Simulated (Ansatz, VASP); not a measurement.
# Two plane-wave programs on Hf

INCAR

```
PREC = Accurate
ENCUT = 520
EDIFF = 1E-6
ISMEAR = 0
SIGMA = 0.05
LREAL = False
LASPH = True
NELM = 100
ALGO = Normal
ISIF = 2
LWAVE = False
LCHARG = False
GGA = PS
NBANDS = 11
```

File KPOINTS:

```
Automatic mesh
0
Gamma
  18 18 18
```

Contents of POSCAR:

```
Hf
1.0
   -1.7453044217      1.7453044217      1.7453044217
    1.7453044217     -1.7453044217      1.7453044217
    1.7453044217      1.7453044217     -1.7453044217
Hf
1
Direct
    0.0000000000      0.0000000000      0.0000000000
```

Input for Ansatz:

```yaml
crystal:
  lattice:
    - [-1.7453044217, 1.7453044217, 1.7453044217]
    - [1.7453044217, -1.7453044217, 1.7453044217]
    - [1.7453044217, 1.7453044217, -1.7453044217]
  atoms:
    - { symbol: Hf, position: [0.0, 0.0, 0.0] }
basis:
  ecutwfc: 420
  ecutrho_ratio: 4
kpoints:
  mp_grid: { grid: [18, 18, 18] }
hamiltonian:
  xc: pbesol
scf:
  occupations: { method: gaussian, width: 0.05 }
output:
  forces: true
  stress: true
  eigenvalues: true
```

Alike in both runs: task single point; functional PBEsol; k mesh 18 × 18 × 18; occupations gaussian, width 0.05 eV; no spin polarisation.

```csv
,VASP,Ansatz
version,VASP 6.6.1,Ansatz 0.2.0
potentials or method,"VASP PAW PBE potentials, release 64 (Hf_pv)","scalar-relativistic, plane waves, PAW"
plane-wave cutoff (eV),520,420
valence electrons in the cell,10,26
```

|  | VASP | Ansatz | Ansatz less VASP |
| --- | --- | --- | --- |
| gap on the k mesh at the Fermi level (eV) | none | none | - |
| pressure (GPa) | -0.3 | 0.0 | +0.26 |

A gap of «none» marks a metal or a gap that the smearing closes. The functional is the same, so the differences come from potentials, cutoffs and numerics. The two sets of potentials don't hold the same shells in valence.

Caveats: the PAW data sets were made with another functional, which shifts forces and pressure a little (VASP). Spin-orbit coupling is left out, which matters for the levels of Hf.
